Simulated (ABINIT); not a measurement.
# ZnO (zincite) (P6_3mc) in ABINIT: notebook

One crystal, ZnO (zincite), is run at these levels: PBE; tasks: single point.

Program: ABINIT 10.8.3 (patched build). These are calculated values, not measurements. Logs are shortened: lines on timing, memory, paths and dates and some standing lists are left out, and cuts for length are marked. The log counts tension as positive stress, the text compression.

**1. The cell of the first run**

Symmetry: P6_3mc, No. 186, hexagonal system. The conventional cell has a = 3.249 Å, b = 3.249 Å, c = 5.206 Å, α = 90.00°, β = 90.00°, γ = 120.00°. Zn (site symmetry 3m) has 4 O at 1.97 to 1.98 Å as nearest neighbours. Around O (site symmetry 3m) lie 4 Zn at 1.97 to 1.98 Å.

**2. Single point, PBE, 11.90 Å³/atom (biaxial strain of 0 %)**

Contents of run.abi:

```
pp_dirpath "./"
pseudos "Zn.GGA_PBE-JTH.xml, O.GGA_PBE-JTH.xml"

acell 3.249308 3.249308 5.205709 Angstrom
rprim
     1.0000000000     0.0000000000     0.0000000000
    -0.5000000000     0.8660254038     0.0000000000
     0.0000000000     0.0000000000     1.0000000000
ntypat 2
znucl 30 8
natom 4
typat 1 1 2 2
xred
     0.6666666667     0.3333333333     0.0000000000
     0.3333333333     0.6666666667     0.5000000000
     0.3333333333     0.6666666667     0.8790100000
     0.6666666667     0.3333333333     0.3790100000

ecut 23.0
pawecutdg 45.0
pawxcdev 0

kptopt 1
ngkpt 9 9 5
nshiftk 1
shiftk 0.0 0.0 0.0

ixc 11

nband 22
occopt 3
tsmear 0.00183747

nstep 100
tolvrs 1.0e-9

iomode 3
prtwf 0
prteig 0
prtebands 0
enunit 1
prtden 1
prtvha 1
prtvclmb 1
prtpot 1
```

Potentials or basis: JTH PAW PBE v2.0.

Run with:

```console
$ abinit run.abi > log 2>&1
```

run.abo:

```text
.Version 10.8.3 of ABINIT
 Symmetries : space group P6_3 m c (#186); Bravais hP (primitive hexag.)
================================================================================
 Values of the parameters that define the memory need of the present run
     intxc =       0    ionmov =       0      iscf =      17    lmnmax =      18
     lnmax =       6     mgfft =      45  mpssoang =       3    mqgrid =    3001
     natom =       4  nloc_mem =       2    nspden =       1   nspinor =       1
    nsppol =       1      nsym =      12    n1xccc =       1    ntypat =       2
    occopt =       3   xclevel =       2
       mpw =        1719          nfft =       40500          nkpt =          36
 PAW method is used; the additional fine FFT grid is defined by:
   mgfftf=        60    nfftf =     96000
================================================================================
================================================================================

--------------------------------------------------------------------------------
------------- Echo of variables that govern the present computation ------------
--------------------------------------------------------------------------------
 -outvars: echo values of preprocessed input variables --------
            acell      6.1403022187E+00  6.1403022187E+00  9.8373643012E+00 Bohr
              amu      6.53900000E+01  1.59994000E+01
             ecut      2.30000000E+01 Hartree
           enunit           1
              ixc          11
         kptrlatt        9    0    0      0    9    0      0    0    5
          kptrlen      4.91868215E+01
            natom           4
            nband          22
            ngfft          30      30      45
          ngfftdg          40      40      60
             nkpt          36
            nstep         100
             nsym          12
           ntypat           2
           occopt           3
        pawecutdg      4.50000000E+01 Hartree
         pawxcdev           0
        prtebands           0
           prteig           0
           prtpot           1
         prtvclmb           1
           prtvha           1
            prtwf           0
            rprim      1.0000000000E+00  0.0000000000E+00  0.0000000000E+00
                      -5.0000000000E-01  8.6602540380E-01  0.0000000000E+00
                       0.0000000000E+00  0.0000000000E+00  1.0000000000E+00
          spgroup         186
           tolvrs      1.00000000E-09
           tsmear      1.83747000E-03 Hartree
            typat      1  1  2  2
           useylm           1
           xangst      1.6246540000E+00  9.3799442426E-01  0.0000000000E+00
                       6.5619490340E-17  1.8759888485E+00  2.6028545000E+00
                       6.5619490340E-17  1.8759888485E+00  4.5758702681E+00
                       1.6246540000E+00  9.3799442426E-01  1.9730157681E+00
            xcart      3.0701511094E+00  1.7725525695E+00  0.0000000000E+00
                       1.2400286527E-16  3.5451051389E+00  4.9186821506E+00
                       1.2400286527E-16  3.5451051389E+00  8.6471415944E+00
                       3.0701511094E+00  1.7725525695E+00  3.7284594438E+00
[... 209 lines left out ...]
    1     -0.00000000000000    -0.00000000000000    -0.07151157496419
    2      0.00000000000000     0.00000000000000    -0.07151157496419
    3      0.00000000000000     0.00000000000000     0.07151157496419
    4     -0.00000000000000    -0.00000000000000     0.07151157496419
 frms,max,avg= 4.1287227E-02 7.1511575E-02   0.000E+00  0.000E+00  1.514E-03 e/A
 length scales=  6.140302218721  6.140302218721  9.837364301173 bohr
              =  3.249308000000  3.249308000000  5.205709000000 angstroms
 Fermi (or HOMO) energy (eV) =   6.54674   Average Vxc (eV)= -10.23659
 Eigenvalues (   eV  ) for nkpt=  36  k points:
 kpt#   1, nband= 22, wtk=  0.00247, kpt=  0.0000  0.0000  0.0000 (reduced coord)
 -11.97408  -11.24361    0.40780    0.40780    0.44684    0.49501    0.60489    0.60489
   1.57513    1.57513    1.79021    1.79021    2.06014    5.29840    5.29840    6.03726
   6.10938    6.10938    6.90363   11.32027   14.37589   18.95608
 prteigrs : prtvol=0 or 1, do not print more k-points.

--- !EnergyTerms
iteration_state     : {dtset: 1, }
comment             : Components of total free energy in Hartree
kinetic             :  2.84319113829860E+01
hartree             :  4.04952366121821E+01
xc                  : -9.37416309846413E+00
Ewald energy        : -1.08873348688041E+02
psp_core            :  2.87758457173554E+00
local_psp           : -1.49348914369140E+02
PAW spherical_terms :  3.48142788366729E+01
internal            : -1.60977414752068E+02
'-kT*entropy'       : -1.38293616662305E-07
total_energy        : -1.60977414890362E+02
total_energy_eV     : -4.38041861346117E+03
...

--- !EnergyTermsDC
iteration_state     : {dtset: 1, }
comment             : '"Double-counting" decomposition of free energy'
band_energy         :  9.31940752467248E-01
Ewald energy        : -1.08873348688041E+02
psp_core            :  2.87758457173554E+00
xc_dc               : -3.79738818346488E+01
PAW spherical_terms : -1.79397084807626E+01
internal            : -1.60977413679249E+02
'-kT*entropy'       : -1.38293616662305E-07
total_energy_dc     : -1.60977413817543E+02
total_energy_dc_eV  : -4.38041858426828E+03
...

--- !EnergyTermsWithPAWCore
iteration_state     : {dtset: 1, }
comment             : 'Components of total free energy, including PAW core contributions'
Total energy        : -3.74269731359737E+03
Total energy DC     : -3.74269731252455E+03
Total energy (eV)   : -1.01843982202094E+05
Total energy DC (eV): -1.01843982172901E+05
...

 Cartesian components of stress tensor (hartree/bohr^3)
  sigma(1 1)= -1.28484204E-04  sigma(3 2)=  0.00000000E+00
  sigma(2 2)= -1.28484204E-04  sigma(3 1)=  0.00000000E+00
  sigma(3 3)= -1.86895142E-04  sigma(2 1)=  0.00000000E+00

-Cartesian components of stress tensor (GPa)         [Pressure=  4.3530E+00 GPa]
- sigma(1 1)= -3.78013579E+00  sigma(3 2)=  0.00000000E+00
- sigma(2 2)= -3.78013580E+00  sigma(3 1)=  0.00000000E+00
- sigma(3 3)= -5.49864491E+00  sigma(2 1)=  0.00000000E+00

== END DATASET(S) ==============================================================
================================================================================

 -outvars: echo values of variables after computation  --------
            acell      6.1403022187E+00  6.1403022187E+00  9.8373643012E+00 Bohr
           etotal     -1.6097741382E+02
            fcart     -3.5081598622E-28 -2.0254370407E-28 -1.3906787188E-03
                       3.5081598622E-28  2.0254370407E-28 -1.3906787188E-03
                       3.5081598622E-28  2.0254370407E-28  1.3906787188E-03
                      -3.5081598622E-28 -2.0254370407E-28  1.3906787188E-03
            rprim      1.0000000000E+00  0.0000000000E+00  0.0000000000E+00
                      -5.0000000000E-01  8.6602540380E-01  0.0000000000E+00
                       0.0000000000E+00  0.0000000000E+00  1.0000000000E+00
           strten     -1.2848420412E-04 -1.2848420444E-04 -1.8689514161E-04
                       0.0000000000E+00  0.0000000000E+00  0.0000000000E+00
           xangst      1.6246540000E+00  9.3799442426E-01  0.0000000000E+00
                       6.5619490340E-17  1.8759888485E+00  2.6028545000E+00
                       6.5619490340E-17  1.8759888485E+00  4.5758702681E+00
                       1.6246540000E+00  9.3799442426E-01  1.9730157681E+00
             xred      6.6666666667E-01  3.3333333333E-01  0.0000000000E+00
                       3.3333333333E-01  6.6666666667E-01  5.0000000000E-01
                       3.3333333333E-01  6.6666666667E-01  8.7901000000E-01
                       6.6666666667E-01  3.3333333333E-01  3.7901000000E-01
 Calculation completed.
```

Wall time 4.4 min (1 thread of Arm Neoverse V1, shared host); peak memory 0.15 GiB.

What came out:

```
Free energy                                           : -4380.4186 eV
Pressure                                              : 4.4 GPa
Largest force                                         : 0.072 eV/Å
Band gap on the k mesh                                : 0.79 eV, direct
Valence electrons inside the program's atomic spheres : Zn 10.89; O 4.54
```

**3. Single point, PBE, 10.97 Å³/atom (biaxial strain of -4 %)**

Changes to run.abi since step 2:

```diff
@@ -3,3 +3,3 @@
 
-acell 3.249308 3.249308 5.205709 Angstrom
+acell 3.11933568 3.11933568 5.205709 Angstrom
 rprim
@@ -17,2 +17,5 @@
      0.6666666667     0.3333333333     0.3790100000
+chkprim 0
+chksymtnons 0
+tolsym 1.0e-6
```

Potentials or basis: JTH PAW PBE v2.0.

Run with:

```console
$ abinit run.abi > log 2>&1
```

Run time: 6.3 min. Hardware: 1 thread of Arm Neoverse V1, shared host; peak memory 0.14 GiB.

It converged, with:

```yaml
Free_energy: -4380.1221 eV
Pressure: 19.3 GPa
Largest_force: 0.432 eV/Å
Band_gap_on_the_k_mesh: 0.83 eV, direct
```

Caveat: the atomic spheres overlap.
